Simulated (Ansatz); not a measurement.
One crystal and one scan (scan of one atom of the cell) at two levels, PBE (plane waves to 420 eV, PAW, scalar-relativistic; Ansatz, a first-principles code) and r2SCAN (plane waves to 500 eV, PAW, scalar-relativistic; Ansatz), each from its own relaxed cell and on its own mesh. The cell shown is that of PBE.

Starting cell, AlSb (zinc blende):

```yaml
crystal:
  lattice:
    - [0.00000, 3.11275, 3.11275]
    - [3.11275, 0.00000, 3.11275]
    - [3.11275, 3.11275, 0.00000]
  atoms:
    - { symbol: Sb, position: [0.75000, 0.75000, 0.75000] }
    - { symbol: Al, position: [0.00000, 0.00000, 0.00000] }
```

In this cell atom 2 (Al, nearest neighbour Sb at 2.696 Å; its periodic images, 4.4 Å or more away, move with it) is moved by s along Cartesian x, unit vector (1.000, 0.000, 0.000); all other atoms and the cell stay fixed.

Energies are smeared free energies. AlSb was relaxed with its symmetry unable to fall. Spin-orbit coupling is left out, though Sb is heavy. As the smearing reaches across the gap at some points, energies and forces of such displacements shift with the k mesh and the smearing. Percentages come from the unrounded values.

Results of PBE:

* **Lattice constant a (Å)**: 6.226
* **Force constant k = d²E/ds² at s = 0 (finite differences) (eV/Å²)**: 7.49
* **Shape of the curve**: a single well with its minimum at or next to zero displacement

Question: What does r2SCAN give for the same quantities?

Answer: 
```tsv
quantity	r2SCAN	PBE − r2SCAN
Lattice constant a (Å)	6.177	+0.049 (+0.8 %)
Force constant k = d²E/ds² at s = 0 (finite differences) (eV/Å²)	8.01	-0.52 (-6.6 %)
```

PBE gives the higher value for: lattice constant a. PBE gives the lower value for: force constant k = d²E/ds² at s = 0. Both give the same shape of the curve: a single well with its minimum at or next to zero displacement. Neither level is exact: the differences show how much the result hangs on the functional.

(For displaced atoms, the force is minus the slope of the energy, and its curvature is a force constant, which sets phonon frequencies.)
